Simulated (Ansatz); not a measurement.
Al2Au: equation of state with LDA

The system is Al2Au.

```
CELL_PARAMETERS angstrom
0.00000 3.00000 3.00000
3.00000 0.00000 3.00000
3.00000 3.00000 0.00000
ATOMIC_POSITIONS crystal
Au 0.00000 0.00000 0.00000
Al 0.75000 0.75000 0.75000
Al 0.25000 0.25000 0.25000
```

- Program: Ansatz 0.2.0
- Task: equation of state
- Functional: LDA
- Potentials or basis: Ansatz PAW
- Cutoff: 420 eV
- Density cutoff: 1680 eV
- k mesh: 8 × 8 × 8
- Occupations: fermi-dirac, width 0.05 eV
- Spin: no spin polarisation

* Equilibrium volume: 17.59 Å³/atom
* Bulk modulus: 121 GPa
* Pressure derivative of the bulk modulus: 5.0

Energy against volume, from the lowest point:
```csv
volume (Å³/atom),energy (meV/atom)
16.920,10.28
17.280,2.07
17.640,0.00
18.000,3.42
18.360,11.67
18.720,24.19
19.080,40.51
```

All runs of the series together: 6.2 s on 2 threads of Arm Neoverse V2, with other jobs on the host.

Spin-orbit coupling is left out, which matters for the levels of Au. Zero-point motion and thermal expansion aren't in these numbers.
